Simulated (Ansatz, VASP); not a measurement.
## NaI in VASP and in Ansatz

The input INCAR:

```
SYSTEM = NaI
PREC = Accurate
ENCUT = 600
EDIFF = 1E-6
ISMEAR = 0
SIGMA = 0.02
LREAL = .FALSE.
LASPH = .TRUE.
NELM = 60
ALGO = Normal
ISIF = 3
LWAVE = .FALSE.
LCHARG = .FALSE.
GGA = PE
IBRION = 2
NSW = 100
EDIFFG = -0.01
```

KPOINTS

```
regular mesh
0
G
  6 6 6
  0 0 0
```

File POSCAR:

```
NaI
1.0
    0.0000000000      3.2186567800      3.2186567800
    3.2186567800      0.0000000000      3.2186567800
    3.2186567800      3.2186567800      0.0000000000
Na I
1 1
Direct
    0.0000000000      0.0000000000      0.0000000000
    0.5000000000      0.5000000000      0.5000000000
```

Input for Ansatz:

```yaml
crystal:
  lattice:
    - [0.0, 3.21865678, 3.21865678]
    - [3.21865678, 0.0, 3.21865678]
    - [3.21865678, 3.21865678, 0.0]
  atoms:
    - { symbol: Na, position: [0.0, 0.0, 0.0] }
    - { symbol: I, position: [0.5, 0.5, 0.5] }
basis:
  ecutwfc: 420
kpoints:
  mp_grid: { grid: [6, 6, 6] }
hamiltonian:
  xc: pbe
scf:
  occupations: { method: gaussian, width: 0.02 }
output:
  forces: true
  stress: true
  eigenvalues: true
relax:
  adjacent_minimum: "off"
  f_tol: 0.01
  max_steps: 80
  cell: { stress_tol: 0.05 }
```

Alike in both runs: task relaxation of cell and atoms; functional PBE; k mesh 6 × 6 × 6; occupations gaussian, width 0.02 eV; no spin polarisation.

```csv
,VASP,Ansatz
version,VASP 6.6.1,Ansatz 0.2.0
potentials or method,"VASP PAW PBE potentials, release 64 (Na_pv, I)","scalar-relativistic, plane waves, PAW"
plane-wave cutoff (eV),600,420
valence electrons in the cell,14,26
```

VASP gave:

```
gap on the k mesh at the Fermi level, each at its own relaxed structure (eV) : 3.57
relaxed volume (Å³/atom)                                                     : 34.85
relaxed cell length with the largest relative difference (Å)                 : 4.619
energy change over the relaxation (meV/atom)                                 : -3
```

Q: What did Ansatz give for the same quantities?

A: gap on the k mesh at the Fermi level, each at its own relaxed structure (eV): 3.58; relaxed volume (Å³/atom): 34.74; relaxed cell length with the largest relative difference (Å): 4.615; energy change over the relaxation (meV/atom): -3.

The two sets of potentials don't hold the same shells in valence.

Caveats: spin-orbit coupling is left out, which moves the levels of the heavy elements. Expect the measured gap to be larger: semilocal functionals such as PBE lack the derivative discontinuity.
